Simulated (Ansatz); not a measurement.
## Formation energy of rocksalt-structured BaTe

Method: PBEsol, scalar-relativistic; no spin polarisation; PAW, 420 eV, Γ-centred 8×8×8 mesh, 0.05 eV Gaussian smearing; code Ansatz. The datasets are Ansatz's generated set soft_2.

The compound is reported in the structure type of the start.

It takes space group Fm-3m (No. 225, cubic). Conventional cell: a = 6.942 Å, b = 6.942 Å, c = 6.942 Å, α = 90.00°, β = 90.00°, γ = 90.00°. Ba (site symmetry m-3m) is surrounded by 6 Te at 3.47 Å. Around Te (site symmetry m-3m) lie 6 Ba at 3.47 Å. (Shells end 15 % past the nearest neighbour.)

The elements were computed in their standard states with the same datasets, cutoff and functional. Absolute energies hang on the potentials; compare differences alone.

Energy of the relaxed cell (2 atoms, smearing extrapolated to zero): -12767.709 eV. Elements, in eV/atom: Ba -5862.609, Te -6901.513.

Problem. What is the formation energy?

Solution. [-12767.709 − (1 × -5862.609 + 1 × -6901.513)] / 2 = -1.79 eV/atom, or -173 kJ per mole of atoms.

The value is for 0 K, without zero-point energy. A negative value shows stability against the elements alone, not against other compounds or structures.

Formal charges Ba²⁺, Te²⁻ balance and leave closed shells on every ion, so a band insulator is expected, and the gap is 1.46 eV.

Semilocal functionals underestimate band gaps, commonly by a third or more. No spin–orbit coupling, a notable omission for heavy elements.
